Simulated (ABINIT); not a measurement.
Wanted: the native input for an ABINIT 10.8.3 (patched build) run.

| Property | Result |
| --- | --- |
| Task | single point |
| Functional | r2SCAN |
| Potentials or basis | JTH PAW PBE v2.0 |
| Cutoff | 517 eV |
| k mesh | 9 × 9 × 9 |
| Occupations | fermi-dirac, width 0.05 eV |
| Spin | no spin polarisation |
| Fine-grid cutoff | 1034.03 eV |

Crystal: Nb.

```
CELL_PARAMETERS angstrom
-1.66395 1.66395 1.66395
1.66395 -1.66395 1.66395
1.66395 1.66395 -1.66395
ATOMIC_POSITIONS crystal
Nb 0.00000 0.00000 0.00000
```

These files were run (other wordings do the same):

run.abi

```
# Pseudopotentials
pp_dirpath "./"
pseudos "Nb.GGA_PBE-JTH.xml"

# Structure
acell 3*1.0
rprim
    -3.1444097851     3.1444097851     3.1444097851
     3.1444097851    -3.1444097851     3.1444097851
     3.1444097851     3.1444097851    -3.1444097851
ntypat 1
znucl 41
natom 1
typat 1
xcart
     0.0000000000     0.0000000000     0.0000000000 Angstrom

# Plane-wave basis
ecut 19.0
pawecutdg 38.0

# k points
kptopt 1
ngkpt 9 9 9
nshiftk 1
shiftk 0.0 0.0 0.0

# Exchange and correlation
ixc -497498
usekden 1
pawxcdev 0

# Bands and occupations
nband 11
occopt 3
tsmear 0.05 eV

# SCF cycle
nstep 100
tolvrs 1.0e-7

# Output
iomode 3
prtwf 0
prtden 0
prteig 0
prtebands 0
enunit 1
```

Potentials or basis: JTH PAW PBE v2.0.

Command:

```console
$ abinit run.abi > log 2>&1
```

It gave:

```yaml
Pressure: -4.4 GPa
Band_gap_on_the_k_mesh: none (metal or under the smearing width)
Valence_electrons_inside_the_program's_atomic_spheres: Nb 10.14 (radii [1.1753] Å)
```

Caveat: the PAW data sets were made with another functional, which shifts forces and pressure a little.

Run time: 23 s on 1 thread of Arm Neoverse V1, on a shared host, peak memory 0.11 GiB.
